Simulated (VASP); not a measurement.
# C in VASP: how settings move the PBE single point

The PBE single point of C (diamond), strained and with displaced atoms is repeated with altered inputs. Which of them can be trusted?

Code: VASP 6.6.1. PAW datasets, plane waves. No spin polarisation and no zero-point or thermal motion.

## 1. Starting point

The symmetry is P-1 (No. 2, triclinic); a = 2.483 Å, b = 2.506 Å, c = 2.534 Å, α = 90.6°, β = 119.1°, γ = 119.7° in the conventional setting, 5.65 Å³ an atom. C has 4 C at 1.48–1.62 Å.

Structure file:

```
CELL_PARAMETERS angstrom
0.02340 1.79280 1.80030
1.80470 0.03050 1.79330
1.80130 1.78230 0.03390
ATOMIC_POSITIONS crystal
C 0.95280 0.05310 0.99510
C 0.23360 0.26120 0.22770
```

## 2. Baseline

INCAR reads:

```
ENCUT = 520.000000
SIGMA = 0.020000
EDIFF = 1.00e-07
GGA = PE
PREC = Accurate
IBRION = -1
ISIF = 2
ISMEAR = -1
NBANDS = 11
NELM = 120
NSW = 0
LASPH = .TRUE.
LCHARG = .FALSE.
LWAVE = .FALSE.
LREAL = .FALSE.
```

KPOINTS reads:

```
KPOINTS created by Atomic Simulation Environment
0
Gamma
10 10 10
0 0 0
```

POSCAR reads:

```
C
 1.0000000000000000
     0.0234000000000000    1.7927999999999999    1.8003000000000000
     1.8047000000000000    0.0305000000000000    1.7932999999999999
     1.8012999999999999    1.7823000000000000    0.0339000000000000
 C
   2
Cartesian
  1.9105987199999999  3.4833661199999999  1.8442839599999998
  0.8870098900000000  0.8325943900000000  0.8966790699999999
```

Potentials: the recommended PBE PAW datasets, 8 valence electrons.

Launch:

```bash
mpirun -np 1 vasp_std
```

## 3. Try 1

INCAR reads:

```
ENCUT = 520.000000
EDIFF = 1.00e-07
GGA = PE
PREC = Accurate
IBRION = -1
ISIF = 2
NBANDS = 11
NSW = 0
LASPH = .TRUE.
LCHARG = .FALSE.
LWAVE = .FALSE.
LREAL = .FALSE.
ISMEAR = -4
SIGMA = 0.05
NELM = 73
```

KPOINTS is that of step 2.

POSCAR is that of step 2.

## 4. Try 2

Changes to INCAR since step 2:

```diff
@@ -9,3 +9,2 @@
 NBANDS = 11
-NELM = 120
 NSW = 0
@@ -15 +14,3 @@
 LREAL = .FALSE.
+ALGO = Fast
+NELM = 100
```

KPOINTS is that of step 2.

POSCAR is that of step 2.

## 5. Try 3

Changes to INCAR since step 2:

```diff
@@ -2,3 +2,2 @@
 SIGMA = 0.020000
-EDIFF = 1.00e-07
 GGA = PE
@@ -15 +14,2 @@
 LREAL = .FALSE.
+EDIFF = 0.001
```

KPOINTS is that of step 2.

POSCAR is that of step 2.

## 6. Try 4

INCAR reads:

```
ENCUT = 520.000000
EDIFF = 1.00e-07
GGA = PE
PREC = Accurate
IBRION = -1
ISIF = 2
NBANDS = 11
NSW = 0
LASPH = .TRUE.
LCHARG = .FALSE.
LWAVE = .FALSE.
LREAL = .FALSE.
NELM = 96
ISMEAR = 2
SIGMA = 0.6
```

KPOINTS is that of step 2.

POSCAR is that of step 2.

**Question.** What will these runs give? Wanted: for each run, changed; ending; energy change; pressure; electronic steps; usable.

As calculated:

| run | changed | ending | energy change (meV/atom) | pressure (GPa) | gap on the mesh (eV; negative: overlap) | electronic steps | time | usable |
| --- | --- | --- | --- | --- | --- | --- | --- | --- |
| ref. | – | converged | 0 | 7.0 | 2.01 | 11 | 35 s | yes |
| 1 | ISMEAR = -4, SIGMA = 0.05, NELM = 73 | converged | 0.0 | 7.0 | 2.01 | 11 | 42 s | yes |
| 2 | ALGO = Fast, NELM = 100 | converged | 0.0 | 7.0 | 2.01 | 13 | 45 s | yes |
| 3 | EDIFF = 0.001 | converged | 0.0 | 7.1 | 2.01 | 9 | 38 s | yes |
| 4 | ISMEAR = 2, SIGMA = 0.6 | converged | 0.0 | 7.0 | 2.01 | 11 | 38 s | no |

What this shows: Of 4 altered inputs, 1 ended normally on a faulty or unsound input, 3 gave usable results.
